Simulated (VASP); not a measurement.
# Ag: intraband terms of a metal's spectrum

Ag, P6_3/mmc (no. 194), 2 atoms in the cell. PBE, independent-particle dielectric function; PAW potentials Ag (PBE set).

## Input

INCAR.step1:
```
EDIFF = 1E-7 ; ENCUT = 290
ISMEAR = 1 ; KPAR = 4
LASPH = T ; LCHARG = T
LMAXMIX = 4 ; LWAVE = F
PREC = Accurate ; SIGMA = 0.1
```

INCAR.step2:
```
CSHIFT = 0.1 ; EDIFF = 1E-6
ENCUT = 290 ; ICHARG = 11
ISMEAR = 0 ; KPAR = 4
LASPH = T ; LCHARG = F
LMAXMIX = 4 ; LWAVE = T
NBANDS = 29 ; NEDOS = 3000
OMEGAMAX = 30 ; PREC = Accurate
SIGMA = 0.3
```

INCAR.step3, as INCAR.step2 but for:
```
- LWAVE = T
+ ALGO = None
+ ISTART = 1
+ LOPTICS = T
+ LWAVE = F
+ NELM = 1
```

INCAR.step4, as INCAR.step3 but for:
```
+ WPLASMAI = 0.03
```

INCAR.step5 to INCAR.step6 change the same tag again: WPLASMAI = 0.1, 0.3.

INCAR.step7, as INCAR.step6 but for:
```
- WPLASMAI = 0.3
+ RTIME = 5
```

INCAR.step8, as INCAR.step7 but for:
```
- RTIME = 5
+ RTIME = 40
```

INCAR.step9, as INCAR.step8 but for:
```
- RTIME = 40
+ LNABLA = T
```

INCAR.step10, as INCAR.step9 but for:
```
- ISMEAR = 0
- LNABLA = T
+ ISMEAR = -5
```

KPOINTS.step1:
```
k-points
0
Gamma
  10 10 6
```

KPOINTS.step2:
```
k-points
0
Gamma
  16 16 9
```

POSCAR:
```
Ag
1.0
    2.9300000000      0.0000000000      0.0000000000
   -1.4650000000      2.5374544331      0.0000000000
    0.0000000000      0.0000000000      4.7900000000
Ag
2
Direct
    0.6666666667      0.3333333333      0.7500000000
    0.3333333333      0.6666666667      0.2500000000
```

Commands (each step's output is kept before the next begins):
```
cat potpaw_PBE.64/Ag/POTCAR > POTCAR
cp INCAR.step1 INCAR
cp KPOINTS.step1 KPOINTS
mpirun -np 4 vasp_std > vasp.out
cp INCAR.step2 INCAR
cp KPOINTS.step2 KPOINTS
mpirun -np 4 vasp_std > vasp.out
cp INCAR.step3 INCAR
mpirun -np 4 vasp_std > vasp.out
cp INCAR.step4 INCAR
mpirun -np 4 vasp_std > vasp.out
cp INCAR.step5 INCAR
mpirun -np 4 vasp_std > vasp.out
cp INCAR.step6 INCAR
mpirun -np 4 vasp_std > vasp.out
cp INCAR.step7 INCAR
mpirun -np 4 vasp_std > vasp.out
cp INCAR.step8 INCAR
mpirun -np 4 vasp_std > vasp.out
cp INCAR.step9 INCAR
mpirun -np 4 vasp_std > vasp.out
cp INCAR.step10 INCAR
mpirun -np 4 vasp_std > vasp.out
```

## Result

- Bands: 29

One ground state, settings moved in the last step alone:

| Settings | Plasma frequency (eV) | Im ε at 0.5 eV | Im ε at 1 eV | Im ε at 2 eV | Im ε at 4 eV | Time (s) |
|---|---|---|---|---|---|---|
| interband part alone | 8.74 | 0.2 | 1.4 | 2.5 | 4.2 | 8 |
| Drude term, WPLASMAI 0.03 | 8.74 | 18.5 | 3.7 | 2.8 | 4.2 | 8 |
| Drude term, WPLASMAI 0.1 | 8.74 | 59.0 | 9.0 | 3.5 | 4.3 | 8 |
| Drude term, WPLASMAI 0.3 | 8.74 | 135.1 | 22.4 | 5.3 | 4.5 | 9 |
| relaxation time RTIME 5 fs | 8.74 | 75.5 | 11.3 | 3.8 | 4.3 | 9 |
| relaxation time RTIME 40 fs | 8.74 | 10.3 | 2.6 | 2.7 | 4.2 | 9 |
| transversal form (LNABLA) | 8.80 | 0.2 | 1.4 | 2.6 | 3.9 | 8 |
| tetrahedron method | – | – | – | – | – | no result |

VASP 6.6.1 took 73 s on 4 cores (Intel Xeon Platinum 8488C (Sapphire Rapids)), a shared host.
